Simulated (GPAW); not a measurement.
# ZnS (Wurtzite-4H) in GPAW: the effect of functional

The system is ZnS (Wurtzite-4H).

```xyz
8
Lattice="3.8227 0.0000 0.0000 -1.9114 3.3106 0.0000 0.0000 0.0000 12.5200" Properties=species:S:1:pos:R:3 pbc="T T T"
Zn    1.9114    1.1035    9.3900
Zn    0.0000    2.2070    3.1300
Zn    0.0000    0.0000    6.2600
Zn    0.0000    0.0000    0.0000
S     1.9114    1.1035   11.7375
S     0.0000    2.2070    5.4775
S     0.0000    0.0000    8.6075
S     0.0000    0.0000    2.3475
```

Alike in all runs:

* Program: GPAW 26.7.0
* Task: band structure
* Cutoff: 600 eV
* Basis: pw
* k mesh: 5 × 5 × 2
* Occupations: fermi-dirac, width 0.05 eV
* Spin: no spin polarisation

Task: One run gave: gap on the mesh 1.98 eV; pressure -2.2 GPa; largest force 0.04 eV/Å. Which functional did it use?
A. LDA
B. PBEsol
C. PBE

Result: B.

| functional | potentials or basis | gap on the mesh (eV) | pressure (GPa) | largest force (eV/Å) |
| --- | --- | --- | --- | --- |
| LDA | the program's PAW data sets (release 1.2.1) made for this functional | 1.87 | -5.1 | 0.04 |
| PBE | GPAW PAW data sets (gpaw-data 1.2.1) | 2.12 | 1.4 | 0.05 |
| PBEsol | PAW data sets generated in the run's folder for this functional | 1.98 | -2.2 | 0.04 |

A k mesh can miss the band edges.

Not every run made on this cell is shown here.
